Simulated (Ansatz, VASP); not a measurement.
**As in VASP and in Ansatz**

```
As
1.0
    -1.69023    1.69023    1.69023
     1.69023   -1.69023    1.69023
     1.69023    1.69023   -1.69023
As
1
Cartesian
  0.0000 0.0000 0.0000
```

Alike in both runs: task single point; functional revPBE; k mesh 15 × 15 × 15; occupations fermi-dirac, width 0.1 eV; no spin polarisation.

```csv
,VASP,Ansatz
version,VASP 6.6.1,Ansatz 0.2.0
potentials or method,"VASP PAW PBE potentials, release 64 (As)","plane waves (420 eV) with PAW, scalar-relativistic"
plane-wave cutoff (eV),520,420
valence electrons in the cell,5,15
```

```csv
,VASP,Ansatz,Ansatz less VASP
pressure (GPa),0.0,0.0,-0.01
```

With one functional, cell and mesh, what is left measures potentials, basis and numerics. The two sets of potentials don't hold the same shells in valence.

Caveats: the PAW data sets were made with another functional, which shifts forces and pressure a little (VASP).
